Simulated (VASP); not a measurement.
A run of VASP 6.6.1:

POSCAR

```
Ti3Se
1.0
    3.1974455988      0.0000000000      0.0000000000
   -1.5987227994      2.7690691158      0.0000000000
    0.0000000000      0.0000000000      7.9427450000
Se Ti
1 3
Direct
    0.0000000000      0.0000000000      0.0000000000
    0.6666666667      0.3333333333      0.5000000000
    0.3333333333      0.6666666667      0.7729020000
    0.3333333333      0.6666666667      0.2270980000
```

INCAR.step1

```
SYSTEM = Ti3Se
  ALGO = Normal
  EDIFF = 1E-8
  EDIFFG = -0.002
  ENCUT = 600
  IBRION = 2
  ISIF = 3
  ISMEAR = 0
  KPAR = 4
  LASPH = .TRUE.
  LCHARG = .FALSE.
  LREAL = .FALSE.
  LWAVE = .FALSE.
  NELM = 60
  NSW = 40
  PREC = Accurate
  SIGMA = 0.02
```

The input INCAR.step2:

```
SYSTEM = Ti3Se
  ALGO = Normal
  EDIFF = 1E-8
  ENCUT = 600
  IBRION = 8
  ISIF = 2
  ISMEAR = 0
  KPAR = 4
  LASPH = .TRUE.
  LCHARG = .FALSE.
  LEPSILON = .TRUE.
  LREAL = .FALSE.
  LWAVE = .FALSE.
  NELM = 60
  NSW = 1
  PREC = Accurate
  SIGMA = 0.02
```

KPOINTS

```
k-points
0
G
  10 10 4
  0 0 0
```

Potentials or basis: VASP PAW LDA potentials, release 64 (Se, Ti_sv).

Launch:

```console
$ cat potpaw_LDA.64/Se/POTCAR potpaw_LDA.64/Ti_sv/POTCAR > POTCAR
$ cp INCAR.step1 INCAR
$ mpirun -np 4 vasp_std > vasp.out
$ cp CONTCAR POSCAR
$ cp INCAR.step2 INCAR
$ mpirun -np 4 vasp_std > vasp.out
```

Hardware: 4 MPI ranks on AMD EPYC 9R45 96-Core Processor (Zen 5) (shared host).

**Question.** Estimate the wall time of this run.

**Answer.** Run time: 22 min on 4 MPI ranks on AMD EPYC 9R45 96-Core Processor (Zen 5), on a shared host, peak memory 0.93 GiB a rank. Counts: scf iterations 501, k points 42, ion steps 10.
